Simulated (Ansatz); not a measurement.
**WS2: how the k-point mesh moves the results**

These are results of DFT PBEsol, scalar-relativistic, plane waves, PAW in Ansatz 0.2.0, not measurements.

```
CELL_PARAMETERS angstrom
3.18928 -0.02454 0.00944
-1.61589 2.75431 -0.00255
0.08466 0.02253 28.53500
ATOMIC_POSITIONS crystal
W 0.68497 0.35564 0.66233
W 0.29632 0.66236 0.88309
W 0.33993 0.67304 0.43741
S 0.63277 0.24883 0.94057
S 0.70967 0.38451 0.49208
S 0.38615 0.68280 0.71217
S 0.61910 0.31981 0.83102
S 0.68044 0.32750 0.38194
S 0.36687 0.70758 0.60781
```

```
plane-wave cutoff : 420 eV
occupation rule   : Gaussian smearing, 0.02 eV
spin treatment    : unpolarised
```

The atoms are held and the k-point mesh is swept. Energies are extrapolated to zero smearing and count from the reference run, 8×8×1. The cell was strained and its atoms displaced at random, so that forces don't vanish. The meshes are Γ-centred. Spin–orbit coupling is left out. Pressure is positive in compression.

Times are rough; the reference took 31 s on 2 threads of Intel(R) Xeon(R) Processor @ 2.70GHz, with other jobs on the host, peak memory 0.68 GiB.

| mesh | ΔE (meV/atom) | P (GPa) | largest change of a force component (eV/Å) | gap on mesh (eV) | irreducible points | wall time (s) |
| --- | --- | --- | --- | --- | --- | --- |
| 1×1×1 | 2826 | 10.12 | 3.874 | 0.982 | 1 | 2.2 |
| 2×2×1 | 362 | 2.77 | 1.123 | 1.103 | 4 | 3.4 |
| 4×4×1 | -18.6 | 0.62 | 0.082 | 1.185 | 10 | 6.7 |
| 6×6×1 | 0.76 | 0.89 | 0.013 | 0.744 | 20 | 14 |
| 8×8×1 | 0.00 | 0.88 | 0.000 | 0.976 | 34 | 31 |

This form isn't the usual stable structure of the compound.